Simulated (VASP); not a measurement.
## ZrO$_{2}$ (strained database structure): one PBE single-point calculation in two programs

```cif
data_structure
_symmetry_space_group_name_H-M 'P 1'
_symmetry_Int_Tables_number 1
_cell_length_a 3.6010
_cell_length_b 3.6010
_cell_length_c 5.1226
_cell_angle_alpha 90.000
_cell_angle_beta 90.000
_cell_angle_gamma 90.000
_cell_volume 66.43
loop_
_atom_site_label
_atom_site_type_symbol
_atom_site_fract_x
_atom_site_fract_y
_atom_site_fract_z
_atom_site_occupancy
Zr1 Zr 0.00000 0.00000 0.00000 1
Zr2 Zr 0.50000 0.50000 0.50000 1
O1 O 0.00000 0.50000 0.29659 1
O2 O 0.00000 0.50000 0.79659 1
O3 O 0.50000 0.00000 0.70341 1
O4 O 0.50000 0.00000 0.20341 1
```

Datasets and cutoffs are each program's own. VASP's cell holds 48 valence electrons and Ansatz's 48. Ansatz's stress includes a Pulay correction; VASP's doesn't.

Cutoffs: 520 eV in VASP, 420 eV in Ansatz. k meshes: 8×8×6 and 8×8×6.

```tsv
	VASP	Ansatz
gap between bands v and c	3.89 eV	3.90 eV
least direct gap	3.99 eV	4.00 eV
pressure	7.4 GPa	7.0 GPa
largest force	0.04 eV/Å	0.02 eV/Å
```

Band v is the last that the valence electrons fill when counted band by band, and c is the next. Levels in eV from the top of v, Ansatz:

```csv
point,v−1,v,c,c+1
Γ,-0.24,-0.10,3.90,4.48
X,-0.12,-0.12,4.33,4.33
M,-0.39,-0.39,5.00,5.00
Z,-0.15,-0.15,4.49,4.49
R,-1.00,-1.00,4.49,4.49
A,-0.16,-0.16,5.07,5.07
```

VASP:

```csv
point,v−1,v,c,c+1
Γ,-0.24,-0.10,3.89,4.48
X,-0.12,-0.12,4.32,4.32
M,-0.40,-0.40,4.99,4.99
Z,-0.15,-0.15,4.49,4.49
R,-1.00,-1.00,4.48,4.48
A,-0.16,-0.16,5.07,5.07
```

Forces (eV/Å), VASP:

```json
{"atom": "Zr", "Fx": "0.000", "Fy": "0.000", "Fz": "0.000"}
{"atom": "Zr", "Fx": "0.000", "Fy": "0.000", "Fz": "0.000"}
{"atom": "O", "Fx": "0.000", "Fy": "0.000", "Fz": "-0.036"}
{"atom": "O", "Fx": "0.000", "Fy": "0.000", "Fz": "-0.036"}
{"atom": "O", "Fx": "0.000", "Fy": "0.000", "Fz": "0.036"}
{"atom": "O", "Fx": "0.000", "Fy": "0.000", "Fz": "0.036"}
```

Ansatz:

```json
{"atom": "Zr", "Fx": "0.000", "Fy": "0.000", "Fz": "0.000"}
{"atom": "Zr", "Fx": "0.000", "Fy": "0.000", "Fz": "0.000"}
{"atom": "O", "Fx": "0.000", "Fy": "0.000", "Fz": "-0.020"}
{"atom": "O", "Fx": "0.000", "Fy": "0.000", "Fz": "-0.020"}
{"atom": "O", "Fx": "0.000", "Fy": "0.000", "Fz": "0.020"}
{"atom": "O", "Fx": "0.000", "Fy": "0.000", "Fz": "0.020"}
```
